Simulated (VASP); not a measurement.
Runs of VASP 6.6.1 on Bi. The structure is trigonal, space group R-3m (No. 166). The conventional cell has a = 4.498 Å, b = 4.498 Å, c = 11.497 Å, α = 90.00°, β = 90.00°, γ = 120.00°. Around Bi (site symmetry 3m) lie 6 Bi at 3.06 to 3.41 Å. 

```csv
level,potentials or basis,k mesh,cutoff (eV),gap on the mesh (eV),pressure (GPa),relaxed volume (Å³/atom)
LDA,"VASP PAW LDA potentials, release 64 (Bi_d)",12 × 12 × 10,600,none,0.0,33.56
PBE+D3(BJ),"VASP PAW PBE potentials, release 64 (Bi_d)",12 × 12 × 10,600,none,0.0,34.55
rev-vdW-DF2,"VASP PAW PBE potentials, release 64 (Bi_d)",12 × 12 × 10,600,none,0.0,35.77
PBEsol,"VASP PAW PBE potentials, release 64 (Bi_d)",12 × 12 × 10,600,none,0.0,(a)
PBE,"VASP PAW PBE potentials, release 64 (Bi)",6 × 6 × 5,300,none,0.0,(b)
PBE,"VASP PAW PBE potentials, release 64 (Bi_d)",12 × 12 × 10,600,none,0.0,36.88
```

Alike in all rows: task relaxation of cell and atoms; no spin polarisation; cell relaxed; smearing methfessel-paxton 0.1 eV.

Estimate the missing entries.

(a) 34.40; (b) 36.81.

Caveats: spin-orbit coupling is left out, which moves the levels of the heavy elements; the PAW data sets were made with another functional, which shifts forces and pressure a little (some runs); pairwise dispersion overbinds metals, which lowers pressure and volume (some runs).

A k mesh can miss the band edges, and the runs leave out spin-orbit coupling on Bi.

A gap of «none» marks a metal or a gap under the smearing width.

The runs don't all hold the same shells in valence.
